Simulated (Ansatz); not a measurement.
Input and command of a plane-wave DFT calculation in Ansatz:

```yaml
crystal:
  lattice:
    - [8.2123604767, 0.098585132, 0.0]
    - [-2.0104015049, 3.4919496891, 0.0]
    - [0.0, 0.0, 6.7429200635]
  atoms:
    - { symbol: Ge, position: [0.3444154303, 0.3537028469, 0.0639407394] }
    - { symbol: Ge, position: [0.8538313782, 0.3360047851, 0.0612397863] }
    - { symbol: Ge, position: [0.1809903013, 0.6910031822, 0.5642010149] }
    - { symbol: Ge, position: [0.6714513523, 0.6684433009, 0.5642992948] }
    - { symbol: Ge, position: [0.3444154303, 0.3537028469, 0.4360592606] }
    - { symbol: Ge, position: [0.8538313782, 0.3360047851, 0.4387602137] }
    - { symbol: Ge, position: [0.1809903013, 0.6910031822, 0.9357989851] }
    - { symbol: Ge, position: [0.6714513523, 0.6684433009, 0.9357007052] }
    - { symbol: H, position: [-0.0458213686, 0.1239139919, 0.25] }
basis:
  ecutwfc: 420
kpoints:
  mp_grid: { grid: [4, 8, 6] }
hamiltonian:
  xc: pbe
scf:
  occupations: { method: gaussian, width: 0.1 }
output:
  forces: true
  stress: true
  eigenvalues: true
relax:
  adjacent_minimum: "off"
  f_tol: 0.025
  max_steps: 70
  cell: { stress_tol: 0.12 }
```

```bash
ansatz run input.yaml --threads 2 --pin off --max-ram 5120MiB --backend cpu --events-out ev --progress --plain --runs-dir out
```

Processor: Arm Neoverse V1, 2 threads, on a host shared with other jobs.

Q: Estimate time, memory and problem size.

A: About 2.8 min on 2 threads of Arm Neoverse V1, on a shared host, peak memory 0.92 GiB. It solves 68 bands at 72 k points (the mesh reduced by the symmetry that the task leaves, which can be less than the crystal's) with about 3821 plane waves (on the last cell), in 22 SCF iterations over 3 ionic steps.
